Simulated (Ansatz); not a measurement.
**GaN: a strain scan**

Aim: for GaN, see how energy and stress answer to the strain pattern (0, 0, 0, 0, 1, 0).

Computed with Ansatz 0.2.0 (DFT LDA, scalar-relativistic, plane waves, PAW, unless a step's input says otherwise).

## Step 1: The system as given

It takes space group Fm-3m (No. 225, cubic). The conventional cell has a = 4.270 Å, b = 4.270 Å, c = 4.270 Å, α = 90.00°, β = 90.00°, γ = 90.00°. Ga (site symmetry m-3m) is surrounded by 6 N at 2.14 Å. N (site symmetry m-3m) is surrounded by 6 Ga at 2.14 Å.

Structure file:

```
Ga N
1.0
     0.00000    2.13524    2.13524
     2.13524    0.00000    2.13524
     2.13524    2.13524    0.00000
Ga N
1 1
Direct
  0.00000 0.00000 0.00000
  0.50000 0.50000 0.50000
```

It goes back to an entry of the Materials Project, which need not be the stable form.

The cell is taken as given, not relaxed at this level.

## Step 2: Zero of energy

Reference values: F = -4081.1588 eV; pressure -13.67 GPa; largest force 0.000 eV/Å; gap on the mesh 0.20 eV. It was computed beforehand with the settings of the runs below.

## Step 3: Setting up a strain scan

The cell is strained by ε times the Voigt pattern (0, 0, 0, 0, 1, 0) (xx, yy, zz, yz, xz, xy; engineering shear), with fractional coordinates fixed (clamped ions). The stress on the pattern is the sum of the stress components weighted by it, tension positive.

## Step 4: ε = -0.0200

Input file input.yaml:

```yaml
crystal:
  lattice:
    - [-0.02135235, 2.135235, 2.135235]
    - [2.11388265, 0.0, 2.11388265]
    - [2.135235, 2.135235, -0.02135235]
  atoms:
    - { symbol: Ga, position: [0.0, 0.0, 0.0] }
    - { symbol: "N", position: [0.5, 0.5, 0.5] }
basis:
  ecutwfc: 420
kpoints:
  mp_grid: { grid: [14, 14, 14] }
hamiltonian:
  xc: lda
scf:
  occupations: { method: gaussian, width: 0.03 }
output:
  forces: true
  stress: true
  eigenvalues: true
```

## Step 5: Point ε = 0.0150

Changes to input.yaml since step 4:

```diff
@@ -2,5 +2,5 @@
   lattice:
-    - [-0.02135235, 2.135235, 2.135235]
-    - [2.11388265, 0.0, 2.11388265]
-    - [2.135235, 2.135235, -0.02135235]
+    - [0.0160142625, 2.135235, 2.135235]
+    - [2.1512492625, 0.0, 2.1512492625]
+    - [2.135235, 2.135235, 0.0160142625]
   atoms:
```

## Step 6: ε = -0.0100

Changes to input.yaml since step 5:

```diff
@@ -2,5 +2,5 @@
   lattice:
-    - [0.0160142625, 2.135235, 2.135235]
-    - [2.1512492625, 0.0, 2.1512492625]
-    - [2.135235, 2.135235, 0.0160142625]
+    - [-0.010676175, 2.135235, 2.135235]
+    - [2.124558825, 0.0, 2.124558825]
+    - [2.135235, 2.135235, -0.010676175]
   atoms:
```

## Step 7: ε = 0.0050

Changes to input.yaml since step 6:

```diff
@@ -2,5 +2,5 @@
   lattice:
-    - [-0.010676175, 2.135235, 2.135235]
-    - [2.124558825, 0.0, 2.124558825]
-    - [2.135235, 2.135235, -0.010676175]
+    - [0.0053380875, 2.135235, 2.135235]
+    - [2.1405730875, 0.0, 2.1405730875]
+    - [2.135235, 2.135235, 0.0053380875]
   atoms:
```

## Step 8: At ε = 0.0175

Changes to input.yaml since step 7:

```diff
@@ -2,5 +2,5 @@
   lattice:
-    - [0.0053380875, 2.135235, 2.135235]
-    - [2.1405730875, 0.0, 2.1405730875]
-    - [2.135235, 2.135235, 0.0053380875]
+    - [0.0186833063, 2.135235, 2.135235]
+    - [2.1539183062, 0.0, 2.1539183062]
+    - [2.135235, 2.135235, 0.0186833063]
   atoms:
```

## Step 9: Point ε = 0.0125

Changes to input.yaml since step 8:

```diff
@@ -2,5 +2,5 @@
   lattice:
-    - [0.0186833063, 2.135235, 2.135235]
-    - [2.1539183062, 0.0, 2.1539183062]
-    - [2.135235, 2.135235, 0.0186833063]
+    - [0.0133452188, 2.135235, 2.135235]
+    - [2.1485802188, 0.0, 2.1485802188]
+    - [2.135235, 2.135235, 0.0133452188]
   atoms:
```

## Step 10: ε = 0.0075

Changes to input.yaml since step 9:

```diff
@@ -2,5 +2,5 @@
   lattice:
-    - [0.0133452188, 2.135235, 2.135235]
-    - [2.1485802188, 0.0, 2.1485802188]
-    - [2.135235, 2.135235, 0.0133452188]
+    - [0.0080071312, 2.135235, 2.135235]
+    - [2.1432421312, 0.0, 2.1432421312]
+    - [2.135235, 2.135235, 0.0080071312]
   atoms:
```

## Step 11: Point ε = 0.0025

Changes to input.yaml since step 10:

```diff
@@ -2,5 +2,5 @@
   lattice:
-    - [0.0080071312, 2.135235, 2.135235]
-    - [2.1432421312, 0.0, 2.1432421312]
-    - [2.135235, 2.135235, 0.0080071312]
+    - [0.0026690438, 2.135235, 2.135235]
+    - [2.1379040438, 0.0, 2.1379040438]
+    - [2.135235, 2.135235, 0.0026690438]
   atoms:
```

(Steps that only read results are left out.)

**Question.** What will these runs give? Wanted: slope of the stress at ε = 0, from the points at -0.0100, 0 and 0.0025.

The runs gave:

```
                                                              quantity    value
slope of the stress at ε = 0, from the points at -0.0100, 0 and 0.0025  209 GPa
```

In words: From the stress slope, C55 is about 209 GPa with the ions clamped; letting the atoms relax could not make it stiffer. The reference stands under -13.7 GPa, so this is no zero-stress constant. No sampled point lies below the undisturbed cell. The gap on the mesh stays between 0.10 and 0.20 eV.
